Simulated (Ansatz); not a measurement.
**From the elastic tensor of TaN at 35 GPa (stress–strain coefficients) to moduli and sound speeds**

Theory: Ansatz 0.2.0, DFT PBE, scalar-relativistic, plane waves, PAW. Cutoff 420 eV, 16×16×16 k-points (Γ-centred), Fermi-Dirac smearing of 0.15 eV. No spin polarisation.

It takes space group Fm-3m (No. 225, cubic). The conventional cell has a = 4.291 Å, b = 4.291 Å, c = 4.291 Å, α = 90.00°, β = 90.00°, γ = 90.00°. Around Ta (site symmetry m-3m) lie 6 N at 2.15 Å. N (site symmetry m-3m) has 6 Ta at 2.15 Å as nearest neighbours.

In a metal, frequencies and elastic constants depend on the k mesh and the smearing, soft modes and shear constants most. Spin–orbit coupling is left out, which can shift energies with elements as heavy as these. Other phases may be more stable at this pressure.

Relaxed-ion constants (GPa, on the Cartesian axes of the calculation):
```
1041.7  193.1  193.1    0.0    0.0    0.0
 193.1 1041.7  193.1    0.0    0.0    0.0
 193.1  193.1 1041.7    0.0    0.0    0.0
   0.0    0.0    0.0   63.5    0.0    0.0
   0.0    0.0    0.0    0.0   63.5    0.0
   0.0    0.0    0.0    0.0    0.0   63.5
```

Density 16.390 g/cm³; 2 atoms in 19.75 Å³.

The values that follow are for a polycrystal of randomly turned grains, by Hill's mean where one number stands. In a crystal this anisotropic the Voigt and Reuss bounds lie far apart, so Hill's mean and the sound speeds and Debye temperature from it are rough.

With S = C⁻¹: B_V = (C11+C22+C33+2(C12+C13+C23))/9, G_V = (C11+C22+C33−C12−C13−C23+3(C44+C55+C66))/15, 1/B_R = S11+S22+S33+2(S12+S13+S23), 15/G_R = 4(S11+S22+S33−S12−S13−S23)+3(S44+S55+S66); Hill is their mean. Then v_l = √((B+4G/3)/ρ), v_t = √(G/ρ), v_m = [(2/v_t³+1/v_l³)/3]^(−1/3) and Θ = (ħ/k_B)·v_m·(6π²n/V)^(1/3) for n atoms in the volume V; E = 9BG/(3B+G), ν = (3B−2G)/(2(3B+G)) and A^U = 5G_V/G_R + B_V/B_R − 6.

```
Bulk modulus, Voigt / Reuss / Hill          : 476.0 / 476.0 / 476.0 GPa
Shear modulus, Voigt / Reuss / Hill         : 207.8 / 96.2 / 152.0 GPa
Young's modulus                             : 412 GPa
Poisson ratio                               : 0.356
Pugh ratio B/G                              : 3.13
Universal anisotropy index                  : 5.80
Longitudinal and transverse sound speeds    : 6435 and 3046 m/s
Debye temperature from the mean sound speed : 476 K
```

This rock-salt form isn't the usual stable structure of the compound at low pressure.

Cost: 1 run of about 1.2 core-minutes, on AMD EPYC 7R43 (Zen 3) (shared hosts).